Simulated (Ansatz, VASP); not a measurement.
Given: the input of a run of Ansatz 0.2.0 on SnSe2. 

Contents of input.yaml:

```yaml
crystal:
  lattice:
    - [3.811, 0.0, 0.0]
    - [-1.9055, 3.3004228138, 0.0]
    - [0.0, 0.0, 6.136]
  atoms:
    - { symbol: Sn, position: [0.0, 0.0, 0.0] }
    - { symbol: Se, position: [0.6666666667, 0.3333333333, 0.751] }
    - { symbol: Se, position: [0.3333333333, 0.6666666667, 0.249] }
hamiltonian:
  xc: pbe
  pseudopotentials: { kind: paw }
kpoints:
  mp_grid: { grid: [8, 8, 5] }
scf:
  occupations: { method: gaussian, width: 0.023 }
output:
  forces: true
  stress: true
  eigenvalues: true
  write_density: true
  write_potential: true
  elf: true
  volumetric_format: npy
```

Potentials or basis: Ansatz PAW.

Command:

```bash
$ ansatz run input.yaml --threads 2 --pin off --max-ram 5632MiB --backend cpu --events-out ev --progress --plain --runs-dir out
```

Problem. Set up the same calculation for VASP 6.6.1. Potentials or basis there: PBE PAW files Se, Sn_d, 520 eV.

Solution. As run (cutoffs and basis follow the program's own potentials, and thresholds, step limits or extra output files can differ):

Contents of INCAR:

```
SYSTEM = SnSe2
ALGO = Normal
EDIFF = 1E-6
ENCUT = 520
GGA = PE
ISIF = 2
ISMEAR = 0
LASPH = .True.
LCHARG = .False.
LREAL = .False.
LWAVE = .False.
NELM = 60
PREC = Accurate
SIGMA = 0.023
```

File KPOINTS:

```
k-points
0
Gamma
  8 8 5
  0 0 0
```

The input POSCAR:

```
SnSe2
1.0
    3.8110000000      0.0000000000      0.0000000000
   -1.9055000000      3.3004228138      0.0000000000
    0.0000000000      0.0000000000      6.1360000000
Sn Se
1 2
Direct
    0.0000000000      0.0000000000      0.0000000000
    0.6666666667      0.3333333333      0.7510000000
    0.3333333333      0.6666666667      0.2490000000
```

Potentials or basis: VASP PAW PBE potentials, release 64 (Sn_d, Se).

Launch:

```bash
$ cat potpaw_PBE.64/Sn_d/POTCAR potpaw_PBE.64/Se/POTCAR > POTCAR
$ mpirun -np 1 vasp_std > vasp.out
```

Both were run:

|  | Ansatz | VASP |
| --- | --- | --- |
| Pressure | 5.5 GPa | 5.6 GPa |
| Largest force | 0.787 eV/Å | 0.804 eV/Å |

Ansatz's pressure holds a Pulay term of +0.04 GPa for its cutoff of 420 eV, which the other run lacks.

The potentials hold 46 and 26 valence electrons a cell.

Where Ansatz's input types no cutoff or centring, it takes its own default and a Γ-centred mesh.

Pressure is positive in compression.
